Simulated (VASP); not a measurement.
Wanted: the native input for a VASP 6.6.1 run.

| Item | Value |
| --- | --- |
| Task | single point |
| Functional | r2SCAN |
| Potentials or basis | VASP PAW PBE potentials, release 64 (O, H, N) |
| Cutoff | 520 eV |
| k mesh | 1 × 1 × 1 |
| Occupations | fermi-dirac, width 0.02 eV |
| Spin | no spin polarisation |
| Dipole correction | no |
| Further INCAR settings | LREAL = Auto; ALGO = Normal; EDIFF = 1e-06; NBANDS = 45 |

The system is H15NO6.

```xyz
22
Lattice="6.0277 0.0000 0.0000 0.0000 6.0277 0.0000 0.0000 0.0000 6.0277" Properties=species:S:1:pos:R:3 pbc="T T T"
O     0.7645    0.4943    1.0843
O     2.4125    1.6092    2.9378
O     3.7784    4.8432    0.5749
O     5.1298   -0.0893    4.2826
O     4.8320    2.3268    1.6746
O     1.3913    4.7529    3.2437
H    -0.0047    1.0955    0.9986
H     0.7727    0.0540    0.2260
H     1.8353    1.1731    2.2759
H     2.7139    0.9583    3.5825
H     4.0100    5.6201    1.0598
H     4.2185    4.9926   -0.2729
H     4.9327    0.6317    3.6898
H     5.9345   -0.5143    3.9007
H     4.7553    3.2854    1.4454
H     3.8958    2.0997    1.8896
H     1.2418    4.9272    2.2972
H     1.8192    3.9208    3.2285
H     1.9339    4.0839    6.0734
H     0.8482    3.0859    6.7136
H     0.8952    3.3063    5.0907
N     0.9819    3.7987    5.9761
```

The cell was built by a generator and needn't be a form met in nature.

One way to write it, as run:

POSCAR

```
H15NO6
1.0
    6.0276500000      0.0000000000      0.0000000000
    0.0000000000      6.0276500000      0.0000000000
    0.0000000000      0.0000000000      6.0276500000
O H N
6 15 1
Direct
    0.1268321817      0.0820054250      0.1798876843
    0.4002388991      0.2669697146      0.4873872902
    0.6268446244      0.8034972170      0.0953771370
    0.8510447687     -0.0148150606      0.7104924805
    0.8016391131      0.3860210862      0.2778197142
    0.2308196395      0.7885162543      0.5381367531
   -0.0007797400      0.1817457882      0.1656698713
    0.1281925792      0.0089587153      0.0374938824
    0.3044801871      0.1946197938      0.3775766675
    0.4502418024      0.1589840153      0.5943443962
    0.6652675587      0.9323865852      0.1758230820
    0.6998581537      0.8282829959     -0.0452746925
    0.8183454580      0.1048003783      0.6121456953
    0.9845462162     -0.0853234677      0.6471344554
    0.7889144194      0.5450548721      0.2397949450
    0.6463215349      0.3483447115      0.3134886730
    0.2060172704      0.8174329963      0.3811103830
    0.3018091628      0.6504690883      0.5356150407
    0.3208381376      0.6775277264      1.0075900226
    0.1407181903      0.5119573963      1.1138005690
    0.1485155907      0.5485222267      0.8445579952
    0.1628993057      0.6302124377      0.9914477450
```

INCAR.step1

```
SYSTEM = H15NO6
ALGO     = Normal         ! electronic algorithm
EDIFF    = 1E-4           ! SCF threshold, eV
ENCUT    = 520            ! plane-wave cutoff, eV
GGA      = PE             ! functional
ISMEAR   = -1             ! smearing method
LASPH    = .True.         ! aspherical terms in the spheres
LCHARG   = .False.        ! write CHGCAR
LREAL    = Auto         
LWAVE    = .True.         ! write WAVECAR
NBANDS   = 45             ! bands
NELM     = 100            ! most SCF steps
PREC     = Accurate       ! precision mode
SIGMA    = 0.02           ! smearing width, eV
```

INCAR.step2

```
SYSTEM = H15NO6
ALGO     = Normal         ! electronic algorithm
EDIFF    = 1E-6           ! SCF threshold, eV
ENCUT    = 520            ! plane-wave cutoff, eV
ISIF     = 2              ! what is computed and relaxed
ISMEAR   = -1             ! smearing method
ISTART   = 1            
LASPH    = .True.         ! aspherical terms in the spheres
LCHARG   = .True.         ! write CHGCAR
LELF     = .True.         ! ELF
LMIXTAU  = .True.       
LREAL    = Auto         
LVHAR    = .True.       
LWAVE    = .False.        ! write WAVECAR
METAGGA  = R2SCAN         ! meta-GGA
NBANDS   = 45             ! bands
NELM     = 100            ! most SCF steps
PREC     = Accurate       ! precision mode
SIGMA    = 0.02           ! smearing width, eV
```

KPOINTS

```
k-points
0
Gamma
  1 1 1
  0 0 0
```

Potentials or basis: VASP PAW PBE potentials, release 64 (O, H, N).

The run is started by

```bash
$ cat potpaw_PBE.64/O/POTCAR potpaw_PBE.64/H/POTCAR potpaw_PBE.64/N/POTCAR > POTCAR
$ cp INCAR.step1 INCAR
$ mpirun -np 1 vasp_gam > vasp.out
$ cp INCAR.step2 INCAR
$ mpirun -np 1 vasp_gam > vasp.out
```

It gave:

```
Pressure               : 0.2 GPa
Largest force          : 1.960 eV/Å
Band gap on the k mesh : 4.40 eV, direct
```

Caveat: the PAW data sets were made with another functional, which shifts forces and pressure a little.

Wall time 2.5 min on 1 thread of AMD EPYC 7R43 64-Core Processor (Zen 3), with other jobs on the host, peak memory 0.3 GiB.
